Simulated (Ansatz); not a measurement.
# What strain does to BN (P6_3/mmc)

A 4-atom cell of BN started from a crystallographic database, relaxed with r2SCAN+rVV10 in the plane-wave code Ansatz. The symmetry is P6_3/mmc (No. 194, hexagonal); conventional cell a = 2.501 Å, c = 6.524 Å, 8.83 Å³ an atom. Around B lie 3 N at 1.44 Å; around N lie 3 B at 1.44 Å.

The axes x, y and z are those of this cell:
```
CELL_PARAMETERS angstrom
2.50058 0.00000 0.00000
-1.25029 2.16557 0.00000
0.00000 0.00000 6.52364
ATOMIC_POSITIONS crystal
B 0.33333 0.66667 0.25000
B 0.66667 0.33333 0.75000
N 0.33333 0.66667 0.75000
N 0.66667 0.33333 0.25000
```

Unstrained: The PBE gap is indirect, 4.210 eV (Γ–K (0.91 of the way from Γ) to M), below the direct gap of 4.652 eV at H. The r2SCAN gap is indirect, 4.764 eV (Γ–K (0.91 of the way from Γ) to M), below the direct gap of 5.218 eV at M. HSE06 gives an indirect gap of 5.518 eV, from Γ–K (0.91 of the way from Γ) to M; the least direct gap is 6.015 eV at M. Meshes: PBE 12×12×4, r2SCAN 12×12×4, HSE06 9×9×4. Strains are changes of length per length. After each strain the atoms were relaxed again with r2SCAN+rVV10 within the symmetry that the strain leaves, so tilts or polar shifts that break it weren't tested; points keep the names that they have in the unstrained zone. Spin-unpolarised throughout; all numbers are computed.

Changes of the least gap in eV (an overlap counts as a negative gap):

| strain | volume change (%) | space group | PBE | r2SCAN | HSE06 |
| --- | --- | --- | --- | --- | --- |
| epitaxial -5.46 % in the xy plane, free normal strain -0.01 % | -10.6 | P6_3/mmc | +0.268 | +0.267 | +0.265 |
| uniaxial +5.91 % along y | +5.9 | Cmcm | -0.323 | -0.341 | -0.334 |
| uniaxial +4.03 % along x | +4.0 | Cmcm | -0.185 | -0.193 | -0.191 |
| isotropic -4.22 % on every length | -12.1 | P6_3/mmc | +0.120 | +0.129 | +0.121 |

Epitaxial -5.46 % in the xy plane, free normal strain -0.01 %. HSE06: the gap goes from 5.518 to 5.783 eV (+0.265 eV); the edges go from Γ–K (0.91) → M to Γ–K (0.93) → M. Stress change with PBE, compression positive: xx +80.29, yy +80.29, zz +0.45 GPa.

Uniaxial +5.91 % along y, other directions held. HSE06: the gap goes from 5.518 to 5.184 eV (-0.334 eV); the M points, equivalent before, split by 166 meV, and the conduction bottom lies at those like (0, 1/2, 0); the edges go from Γ–K (0.91) → M to Γ–K (0.87) → M. Stress change with PBE, compression positive: xx -9.41, yy -46.46, zz -0.34 GPa.

Uniaxial +4.03 % along x, other directions held. HSE06: the gap goes from 5.518 to 5.327 eV (-0.191 eV); the edges go from Γ–K (0.91) → M to (0.234, 0.372, 0) → M. Stress change with PBE, compression positive: xx -32.92, yy -7.49, zz -0.22 GPa.

Isotropic -4.22 % on every length. HSE06: the gap goes from 5.518 to 5.639 eV (+0.121 eV); the edges go from Γ–K (0.91) → M to Γ–K (0.90) → M. Stress change with PBE, compression positive: xx +61.14, yy +61.14, zz +2.77 GPa.

Where an edge lies off the special points, it is a point of the mesh or the k point where a search put PBE's edge or least direct gap, reused for the other functionals, whose own edges may lie a little apart.

Coordinates of k points refer to the reciprocal vectors of the primitive cell of the runs.

The meshes of the hybrids are coarse, so their gaps aren't converged to the digits shown.
